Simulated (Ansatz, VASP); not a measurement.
## One calculation of Pt, two programs

```
Pt
1.0
     2.85510    0.00000    0.00000
    -1.42755    2.47259    0.00000
     0.00000    0.00000    4.78138
Pt
2
Direct
  0.66667 0.33333 0.75000
  0.33333 0.66667 0.25000
```

Alike in both runs: task single point; functional PBE; k mesh 18 × 18 × 10; occupations gaussian, width 0.15 eV; no spin polarisation.

```csv
,VASP,Ansatz
version,VASP 6.6.1,Ansatz 0.2.0
potentials or method,"VASP PAW PBE potentials, release 64 (Pt)","scalar-relativistic, plane waves, PAW"
plane-wave cutoff (eV),520,420
valence electrons in the cell,20,36
```

|  | VASP | Ansatz | Ansatz less VASP |
| --- | --- | --- | --- |
| gap on the k mesh at the Fermi level (eV) | none | none | - |
| pressure (GPa) | -14.4 | -14.0 | +0.34 |
| largest component of the traceless stress (GPa) | 3.16 | 3.25 | +0.092 |

A gap of «none» marks a metal or a gap that the smearing closes. With one functional, cell and mesh, what is left measures potentials, basis and numerics. The two sets of potentials don't hold the same shells in valence.

Spin-orbit coupling is left out, which matters for the levels of Pt.
